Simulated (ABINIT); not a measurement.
# Ag (P6_3/mmc) in ABINIT: optical spectrum with PBEsol

Aim: the optical spectrum of Ag with PBEsol.

Program: ABINIT 10.8.3 (patched build). These are calculated values, not measurements. Logs are shortened: lines on timing, memory, paths and dates and some standing lists are left out, and cuts for length are marked. The log counts tension as positive stress, the text compression.

### Step 1. Starting point

The structure is hexagonal, space group P6_3/mmc (No. 194). The conventional cell has a = 2.930 Å, b = 2.930 Å, c = 4.790 Å, α = 90.00°, β = 90.00°, γ = 120.00°. Ag (site symmetry -6m2) has 12 Ag at 2.93 Å as nearest neighbours.

This isn't the form of Ag at room conditions, which is fcc.

### Step 2. Optical spectrum, PBEsol

The input, run.abi:

```
# Datasets
ndtset 3

# Pseudopotentials
pp_dirpath "./"
pseudos "Ag.upf"

# Structure
acell 5.5368975452 5.5368975452 9.051788137
rprim
     1.0000000000     0.0000000000     0.0000000000
    -0.5000000000     0.8660254038     0.0000000000
     0.0000000000     0.0000000000     1.0000000000
ntypat 1
znucl 47
natom 2
typat 1 1
xred
            2/3            1/3            3/4
            1/3            2/3            1/4

# Plane-wave basis
ecut 1006.821291 eV

# k points
ngkpt 16 16 10
nshiftk 1
shiftk 0.0 0.0 0.5
istwfk *1

# Exchange and correlation
ixc -116133

# Bands and occupations
occopt 6
tsmear 0.136 eV

# SCF cycle
nstep 80

# Output
iomode 3
prteig 0
prtebands 0

# Dataset 1: ground state
nband1 23
tolvrs1 1.0e-12
prtden1 1
prtwf1 0
kptopt1 1

# Dataset 2: empty bands at fixed density
iscf2 -3
getden2 1
nband2 35
nbdbuf2 4
tolwfr2 1.0e-12
nstep2 120
prtden2 0
kptopt2 1

# Dataset 3: wave functions and velocity matrix elements in the full zone
optdriver3 8
wfk_task3 "wfk_optics_fullbz"
getwfk3 2
nband3 31
kptopt3 1
prtevk3 1
inclvkb3 2
```

The input, optic.abi:

```
&FILES
 ddkfile_1 = 'runo_DS3_1_EVK.nc',
 ddkfile_2 = 'runo_DS3_2_EVK.nc',
 ddkfile_3 = 'runo_DS3_3_EVK.nc',
 wfkfile = 'runo_DS3_WFK.nc'
/
&PARAMETERS
 broadening = 0.005512,
 domega = 0.002,
 maxomega = 0.8,
 scissor = 0.000000,
 tolerance = 0.002
/
&COMPUTATIONS
 num_lin_comp = 2,
 lin_comp = 11,33,
 num_nonlin_comp = 0
/
```

Potentials or basis: PseudoDojo NC SR PBEsol v0.4.1 standard.

The run is started by

```bash
$ mpirun --bind-to none -np 4 abinit run.abi > log 2>&1
$ optic optic.abi > optic.log 2>&1
```

run.abo:

```text
.Version 10.8.3 of ABINIT
 DATASET    1 : space group P6_3/m m c (#194); Bravais hP (primitive hexag.)
================================================================================
 Values of the parameters that define the memory need for DATASET  1.
     intxc =       0    ionmov =       0      iscf =       7    lmnmax =       6
     lnmax =       6     mgfft =      50  mpssoang =       3    mqgrid =    3001
     natom =       2  nloc_mem =       1    nspden =       1   nspinor =       1
    nsppol =       1      nsym =      24    n1xccc =    2501    ntypat =       1
    occopt =       6   xclevel =       2
       mpw =        2608          nfft =       51200          nkpt =         150
================================================================================
================================================================================
[... 13 lines left out ...]
 DATASET    3 : space group P6_3/m m c (#194); Bravais hP (primitive hexag.)
================================================================================
 Values of the parameters that define the memory need for DATASET  3.
     intxc =       0    ionmov =       0      iscf =       7    lmnmax =       6
     lnmax =       6     mgfft =      50  mpssoang =       3    mqgrid =    3001
     natom =       2  nloc_mem =       1    nspden =       1   nspinor =       1
    nsppol =       1      nsym =      24    n1xccc =    2501    ntypat =       1
    occopt =       6   xclevel =       2
       mpw =        2608          nfft =       51200          nkpt =         150
================================================================================
================================================================================

--------------------------------------------------------------------------------
------------- Echo of variables that govern the present computation ------------
--------------------------------------------------------------------------------
 -outvars: echo values of preprocessed input variables --------
            acell      5.5368975452E+00  5.5368975452E+00  9.0517881370E+00 Bohr
              amu      1.07868200E+02
             ecut      3.70000000E+01 Hartree
           getden1          0
           getden2          1
           getden3          0
           getwfk1          0
           getwfk2          0
           getwfk3          2
             iscf1          7
             iscf2         -3
             iscf3          7
              ixc     -116133
           jdtset        1    2    3
                       outvar_i_n : Printing only first  50 k-points.
         kptrlatt       16    0    0      0   16    0      0    0   10
          kptrlen      8.85903607E+01
            natom           2
            nband1         23
            nband2         35
            nband3         31
           nbdbuf1          0
           nbdbuf2          4
           nbdbuf3          0
           ndtset           3
            ngfft          32      32      50
             nkpt         150
            nstep1         80
            nstep2        120
            nstep3         80
             nsym          24
           ntypat           1
                       prtocc : prtvol=0, do not print more k-points.
                       prtocc : prtvol=0, do not print more k-points.
                       prtocc : prtvol=0, do not print more k-points.
           occopt           6
        optdriver1          0
        optdriver2          0
        optdriver3          8
           prtden1          1
           prtden2          0
           prtden3          1
        prtebands           0
           prteig           0
           prtevk1          0
           prtevk2          0
           prtevk3          1
            prtwf1          0
            prtwf2          1
            prtwf3          1
            rprim      1.0000000000E+00  0.0000000000E+00  0.0000000000E+00
                      -5.0000000000E-01  8.6602540380E-01  0.0000000000E+00
                       0.0000000000E+00  0.0000000000E+00  1.0000000000E+00
           shiftk      0.00000000E+00  0.00000000E+00  5.00000000E-01
          spgroup         194
           tolvrs1     1.00000000E-12
           tolvrs2     0.00000000E+00
           tolvrs3     0.00000000E+00
           tolwfr1     0.00000000E+00
           tolwfr2     1.00000000E-12
           tolwfr3     0.00000000E+00
           tsmear      4.99790782E-03 Hartree
[... 212 lines left out ...]
  4.63E-13  1.02E-13  1.16E-13  2.51E-13  1.35E-13  4.00E-13  3.73E-13  2.54E-13
  5.00E-13  3.84E-13  8.99E-13  2.65E-13  4.76E-13  3.05E-13  2.27E-13  7.57E-13
  2.17E-13  7.40E-13  3.19E-13  2.69E-13  4.95E-13  6.60E-13  4.97E-13  3.61E-09
  3.09E-06  3.54E-07  1.65E-05
 -3.0043E+00 -3.0038E+00 -1.6653E+00 -1.6609E+00 -1.6609E+00 -1.6603E+00
 -1.6601E+00 -1.6601E+00  9.1991E-02  1.4328E-01  1.9860E-01  2.0207E-01
  2.0207E-01  2.1029E-01  2.1029E-01  2.2315E-01  2.2315E-01  2.5751E-01
  2.5751E-01  3.4955E-01  4.9687E-01  9.4069E-01  1.0088E+00  1.0189E+00
  1.0211E+00  1.0211E+00  1.1027E+00  1.1027E+00  1.1719E+00  1.1719E+00
  1.2129E+00  1.2405E+00  1.2975E+00  1.2977E+00  1.2977E+00
 prteigrs : prtvol=0 or 1, do not print more k-points.

--- !ResultsGS
iteration_state: {dtset: 2, }
comment   : Summary of ground state results
lattice_vectors:
- [  5.5368975,   0.0000000,   0.0000000, ]
- [ -2.7684488,   4.7950939,   0.0000000, ]
- [  0.0000000,   0.0000000,   9.0517881, ]
lattice_lengths: [   5.53690,    5.53690,    9.05179, ]
lattice_angles: [ 90.000,  90.000, 120.000, ] # degrees, (23, 13, 12)
lattice_volume:   2.4032447E+02
convergence: {deltae:  0.000E+00, res2:  0.000E+00, residm:  9.990E-13, diffor:  0.000E+00, }
etotal    :  -3.09793287E+02
entropy   :   0.00000000E+00
fermie    :   3.69204215E-01
cartesian_stress_tensor: null
pressure_GPa: null
xred      :
- [  6.6667E-01,   3.3333E-01,   7.5000E-01, Ag]
- [  3.3333E-01,   6.6667E-01,   2.5000E-01, Ag]
cartesian_forces: null
force_length_stats: {min: null, max: null, mean: null, }
...

 Integrated electronic density in atomic spheres:
 ------------------------------------------------
 Atom  Sphere_radius  Integrated_density
    1        2.00000         16.30253114
    2        2.00000         16.30253114
================================================================================

 ----iterations are completed or convergence reached----

 Mean square residual over all n,k,spin=   36.182E-14; max=  99.899E-14
 reduced coordinates (array xred) for    2 atoms
       0.666666666667      0.333333333333      0.750000000000
       0.333333333333      0.666666666667      0.250000000000

 cartesian coordinates (angstrom) at end:
    1      1.46499999901843     0.84581814381129     3.59249999757970
    2     -0.00000000000000     1.69163628762258     1.19749999919323
 length scales=  5.536897545200  5.536897545200  9.051788137000 bohr
              =  2.929999998037  2.929999998037  4.789999996773 angstroms
 Eigenvalues (hartree) for nkpt= 150  k points:
 kpt#   1, nband= 35, wtk=  0.00078, kpt=  0.0000  0.0000  0.0500 (reduced coord)
  -3.00427   -3.00376   -1.66527   -1.66088   -1.66088   -1.66027   -1.66012   -1.66012
   0.09199    0.14328    0.19860    0.20207    0.20207    0.21029    0.21029    0.22315
   0.22315    0.25751    0.25751    0.34955    0.49687    0.94069    1.00879    1.01886
   1.02110    1.02110    1.10272    1.10272    1.17191    1.17191    1.21290    1.24045
   1.29747    1.29771    1.29772
      occupation numbers for kpt#   1
   2.00000    2.00000    2.00000    2.00000    2.00000    2.00000    2.00000    2.00000
   2.00000    2.00000    2.00000    2.00000    2.00000    2.00000    2.00000    2.00000
   2.00000    2.00000    2.00000    2.00000    0.00000    0.00000    0.00000    0.00000
   0.00000    0.00000    0.00000    0.00000    0.00000    0.00000    0.00000    0.00000
   0.00000    0.00000    0.00000
 prteigrs : prtvol=0 or 1, do not print more k-points.

--- !EnergyTerms
iteration_state     : {dtset: 2, }
comment             : Components of total free energy in Hartree
kinetic             :  1.05734650856471E+02
hartree             :  7.26825688565822E+01
xc                  : -4.59829916369978E+01
Ewald energy        : -2.11287475385500E+02
psp_core            :  8.74268732123582E+00
local_psp           : -2.35569675898448E+02
non_local_psp       : -4.11305039853772E+00
internal            : -3.09793286285195E+02
'-kT*entropy'       : -9.81502069829888E-07
total_energy        : -3.09793287266697E+02
...

--- !EnergyTermsDC
iteration_state     : {dtset: 2, }
comment             : '"Double-counting" decomposition of free energy'
band_energy         : -2.72251390976441E+01
Ewald energy        : -2.11287475385500E+02
psp_core            :  8.74268732123582E+00
xc_dc               : -8.00233592404264E+01
internal            : -3.09793286402335E+02
'-kT*entropy'       : -9.81502069829888E-07
total_energy_dc     : -3.09793287383837E+02
...

================================================================================
== DATASET  3 ==================================================================

--- !DatasetInfo
iteration_state: {dtset: 3, }
dimensions: {natom: 2, nkpt: 150, mband: 31, nsppol: 1, nspinor: 1, nspden: 1, mpw: 2608, }
cutoff_energies: {ecut:  37.0, pawecutdg:  -1.0, }
electrons: {nelect:   3.80000000E+01, charge:   0.00000000E+00, occopt:   6.00000000E+00, tsmear:   4.99790782E-03, }
meta: {optdriver: 8, wfk_task: 7, }
...

 mkfilename : getwfk/=0, take file _WFK from output of DATASET   2.

--------------------------------------------------------------------------------

 Computation of velocity matrix elements (DDK)

 Parameters extracted from the Abinit header:
    ecut:     37.0
    nkpt:    2560
    mband:   35
    nsppol:  1
    nspinor: 1
    useylm:  0
    inclvkb: 2
    bmin: 1, bmax: 35
    Computing diagonal and off-diagonal matrix elements
    Between band index bmin: 1, bmax: 35

== END DATASET(S) ==============================================================
================================================================================

 -outvars: echo values of variables after computation  --------
            acell      5.5368975452E+00  5.5368975452E+00  9.0517881370E+00 Bohr
           etotal1    -3.0979328738E+02
           etotal2    -3.0979328738E+02
           etotal3     0.0000000000E+00
            fcart1    -1.9452375278E-28 -1.1230834103E-28 -0.0000000000E+00
                       1.9452375278E-28  1.1230834103E-28 -0.0000000000E+00
            fcart3     0.0000000000E+00  0.0000000000E+00  0.0000000000E+00
                       0.0000000000E+00  0.0000000000E+00  0.0000000000E+00
            rprim      1.0000000000E+00  0.0000000000E+00  0.0000000000E+00
                      -5.0000000000E-01  8.6602540380E-01  0.0000000000E+00
                       0.0000000000E+00  0.0000000000E+00  1.0000000000E+00
           strten1     2.7502390386E-04  2.7502390254E-04  2.8876556707E-04
                       0.0000000000E+00  0.0000000000E+00  0.0000000000E+00
           strten3     0.0000000000E+00  0.0000000000E+00  0.0000000000E+00
                       0.0000000000E+00  0.0000000000E+00  0.0000000000E+00
           xangst      1.4649999990E+00  8.4581814381E-01  3.5924999976E+00
                      -2.1686356400E-16  1.6916362876E+00  1.1974999992E+00
             xred      6.6666666667E-01  3.3333333333E-01  7.5000000000E-01
                       3.3333333333E-01  6.6666666667E-01  2.5000000000E-01
 Calculation completed.
```

It took 3.7 min on 4 MPI ranks of Intel Xeon Platinum 8175M at 2.50GHz (Skylake/Cascade Lake), shared host; peak memory 6.1 GiB.

What came out:

* Free energy: -8429.9048 eV
* Pressure: -8.2 GPa

Dielectric function (mean over the directions given):
```csv
energy (eV),real part,imaginary part
0.33,6.00,0.07
0.98,6.54,0.34
1.63,7.32,1.79
2.29,3.95,1.65
2.94,6.99,3.15
3.70,4.28,4.93
4.35,2.49,3.56
5.01,1.72,3.58
5.66,1.49,2.87
6.31,1.61,1.96
7.08,1.60,1.75
7.73,2.18,1.72
8.38,1.89,1.99
9.03,2.13,1.96
9.69,2.13,2.15
10.45,1.34,2.42
11.10,1.23,1.99
11.76,1.03,1.68
12.41,1.19,1.45
13.06,1.25,1.62
13.82,1.21,1.53
14.48,1.25,1.46
15.13,1.22,1.55
15.78,1.18,1.54
16.44,1.21,1.55
17.20,1.10,1.67
17.85,0.87,1.61
18.50,0.85,1.58
19.16,0.84,1.37
19.92,0.83,1.62
```

Caveat: the intraband (Drude) term is left out; spectra need much finer meshes, so this one isn't converged; independent-particle spectra lack excitons.
